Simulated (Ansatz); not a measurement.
## TaSi2 under strain — ¹⁸¹Ta nuclear quadrupole resonance

Cell: a COD entry, relaxed with PBE at fixed cell and then changed (z compressed by 3 %, ions relaxed).

```cif
data_structure
_symmetry_space_group_name_H-M 'P 1'
_symmetry_Int_Tables_number 1
_cell_length_a 4.7839
_cell_length_b 4.7839
_cell_length_c 6.3729
_cell_angle_alpha 90.000
_cell_angle_beta 90.000
_cell_angle_gamma 120.000
_cell_volume 126.31
loop_
_atom_site_label
_atom_site_type_symbol
_atom_site_fract_x
_atom_site_fract_y
_atom_site_fract_z
_atom_site_occupancy
Ta1 Ta 0.50000 0.00000 0.00000 1
Ta2 Ta 0.50000 0.50000 0.66667 1
Ta3 Ta 0.00000 0.50000 0.33333 1
Si4 Si 0.15813 0.31627 0.00000 1
Si5 Si 0.84187 0.15813 0.66667 1
Si6 Si 0.68373 0.84187 0.33333 1
Si7 Si 0.84187 0.68373 0.00000 1
Si8 Si 0.15813 0.84187 0.66667 1
Si9 Si 0.31627 0.15813 0.33333 1
```

Atom numbers follow the list; atoms alike are taken as one site, whose name carries the number of the first.

Computed with Ansatz: DFT, PBE, plane waves and PAW, scalar-relativistic, 420 eV cutoff, Γ-centred 11×11×7 k-points, Fermi–Dirac smearing 0.05 eV.

¹⁸¹Ta: I = 7/2, Q = 3170 mb (year-2017 value). Static lattice, zero field.

(1) Predict the zero-field ¹⁸¹Ta lines of each site.

## Answers

(1) For I = 7/2 and η = 0 the lines are |C_Q|/14 times 1, 2 and 3; η shifts the lowest up most. At large η the states mix, and weaker lines appear at sums of the main ones; lines under 5 % of the strongest are left out.

| site | atoms | V_zz (10²¹ V/m²) | C_Q (MHz) | η | line frequencies (MHz) |
| --- | --- | --- | --- | --- | --- |
| Ta | 1, 2, 3 | 10.18 | 780 | 0.50 | 91.6, 103.1, 162.9, 194.7 |

With no gap above 0.1 eV, as in a metal, the gradients converge slowly in k; expect changes of a tenth or more on a denser mesh. Without spin–orbit coupling the gradients at and beside Ta can be off by some per cent, at some sites by more. With these PAW files V_zz is typically within 2 to 3 % of all-electron values, but misses above 10 % occur on Ta. At this changed cell the PBE pressure is 10 GPa.

The relaxation (3 steps) took 18 s of wall time (64 s of CPU time) and 0.71 GiB at its peak, on 4 threads of Intel Xeon Platinum 8488C (Sapphire Rapids) (x86_64; 16 cores open to the job, memory cap 8.0 GiB, no GPU), a shared host with a load of 0.5 a core.
